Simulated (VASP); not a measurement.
Crystal: Au.

```
Au
1.0
    -1.65727    1.65727    1.65727
     1.65727   -1.65727    1.65727
     1.65727    1.65727   -1.65727
Au
1
Direct
  0.00000 0.00000 0.00000
```

This isn't the form of Au at room conditions, which is fcc.

```yaml
Program: VASP 6.6.1
Task: relaxation of cell and atoms
Functional: r2SCAN
Potentials_or_basis: VASP PAW PBE potentials, release 64 (Au)
Cutoff: 600 eV
k_mesh: 10 × 10 × 10
Occupations: fermi-dirac, width 0.05 eV
Spin: no spin polarisation
```

At the start: pressure -4.4 GPa; volume 18.21 Å³/atom.

Where does the relaxation end?

Over 3 steps the energy falls by 8.6 meV/atom and the volume is 17.61 Å³/atom (-3.3 %); space group Im-3m (No. 229, to 0.05 Å).

The path:
| step | energy change (eV) | largest force (eV/Å) | pressure (GPa) | volume (Å³) |
| --- | --- | --- | --- | --- |
| 1 | 0.0000 | 0.0000 | -4.45 | 18.21 |
| 2 | 0.0057 | 0.0000 | 6.89 | 16.91 |
| 3 | -0.0086 | 0.0000 | -0.02 | 17.61 |

Final structure:
```yaml
crystal:
  lattice:
    - [-1.63908, 1.63908, 1.63908]
    - [1.63908, -1.63908, 1.63908]
    - [1.63908, 1.63908, -1.63908]
  atoms:
    - { symbol: Au, position: [0.00000, 0.00000, 0.00000] }
```

Caveat: the PAW data sets were made with another functional, which shifts forces and pressure a little.
